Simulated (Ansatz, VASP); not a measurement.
## AlNi3: VASP beside Ansatz

Contents of INCAR:

```
  PREC = Accurate
  ENCUT = 520
  EDIFF = 1E-6
  ISMEAR = 0
  SIGMA = 0.05
  LREAL = False
  LASPH = True
  NELM = 80
  ALGO = Fast
  ISIF = 2
  LWAVE = False
  LCHARG = True
  GGA = PE
  LELF = True
  LVHAR = True
  NBANDS = 24
```

The input KPOINTS:

```
Automatic mesh
0
Gamma
  12 12 12
```

POSCAR

```
AlNi3
1.0
    3.5165490191      0.0000000000      0.0000000000
    0.0000000000      3.5165490191      0.0000000000
    0.0000000000      0.0000000000      3.5165490191
Al Ni
1 3
Direct
    0.0000000000      0.0000000000      0.0000000000
    0.0000000000      0.5000000000      0.5000000000
    0.5000000000      0.0000000000      0.5000000000
    0.5000000000      0.5000000000      0.0000000000
```

Input for Ansatz:

```yaml
crystal:
  lattice:
    - [3.5165490191, 0.0, 0.0]
    - [0.0, 3.5165490191, 0.0]
    - [0.0, 0.0, 3.5165490191]
  atoms:
    - { symbol: Al, position: [0.0, 0.0, 0.0] }
    - { symbol: Ni, position: [0.0, 0.5, 0.5] }
    - { symbol: Ni, position: [0.5, 0.0, 0.5] }
    - { symbol: Ni, position: [0.5, 0.5, 0.0] }
basis:
  ecutwfc: 420
  ecutrho_ratio: 4
kpoints:
  mp_grid: { grid: [12, 12, 12] }
hamiltonian:
  xc: pbe
scf:
  occupations: { method: gaussian, width: 0.05 }
output:
  forces: true
  stress: true
  eigenvalues: true
```

Alike in both runs: task single point; functional PBE; k mesh 12 × 12 × 12; occupations gaussian, width 0.05 eV; no spin polarisation.

```csv
,VASP,Ansatz
version,VASP 6.6.1,Ansatz 0.2.0
potentials or method,"VASP PAW PBE potentials, release 64 (Al, Ni)","scalar-relativistic, plane waves, PAW"
plane-wave cutoff (eV),520,420
valence electrons in the cell,33,57
```

```csv
,VASP,Ansatz,Ansatz less VASP
gap on the k mesh at the Fermi level (eV),none,none,-
pressure (GPa),8.2,8.2,+0.01
```

A gap of «none» marks a metal or a gap that the smearing closes. The two sets of potentials don't hold the same shells in valence.

Spin polarisation is off, so any magnetic state and its effect on volume and gap are missing.
